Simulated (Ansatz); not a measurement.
The system is FeO (Wuestite).

```xyz
2
Lattice="0.0000 2.1554 2.1554 2.1554 0.0000 2.1554 2.1554 2.1554 0.0000" Properties=species:S:1:pos:R:3 pbc="T T T"
Fe    0.0000    0.0000    0.0000
O     2.1554    2.1554    2.1554
```

```yaml
Program: Ansatz 0.2.0
Task: relaxation of cell and atoms
Functional: RPBE
Dispersion: D4
Potentials_or_basis: all-electron LAPW, scalar-relativistic
Basis_error_allowed: 0.001 eV/atom
k_mesh: 11 × 11 × 11
Occupations: fermi-dirac, width 0.05 eV
Spin: collinear spin, ferromagnetic start
Starting_moments: "[3.0, 0.0] μB"
```

At the start: volume 10.01 Å³/atom.

How do energy, volume and symmetry change on relaxing?

Over 9 steps the energy falls by 2.4 meV/atom and the volume is 9.85 Å³/atom (-1.7 %); space group Fm-3m (No. 225, to 0.05 Å); moment 4.00 μB per cell.

The path:
| step | energy change (eV) | largest force (eV/Å) | volume (Å³) |
| --- | --- | --- | --- |
| 1 | 0.0000 | 0.0000 | 20.03 |
| 2 | -0.0043 | 0.0000 | 19.77 |
| 3 | -0.0043 | 0.0000 | 19.77 |
| 4 | -0.0044 | 0.0000 | 19.76 |
| 5 | -0.0044 | 0.0000 | 19.76 |
| 6 | -0.0049 | 0.0000 | 19.70 |
| 7 | -0.0049 | 0.0000 | 19.70 |
| 8 | -0.0049 | 0.0000 | 19.70 |
| 9 | -0.0049 | 0.0000 | 19.70 |

Final structure:
```
CELL_PARAMETERS angstrom
0.00000 2.14346 2.14346
2.14346 0.00000 2.14346
2.14346 2.14346 0.00000
ATOMIC_POSITIONS crystal
Fe 0.00000 0.00000 0.00000
O 0.50000 0.50000 0.50000
```

Caveat: a cell with one magnetic atom can't hold antiferromagnetic order, which such compounds often take.
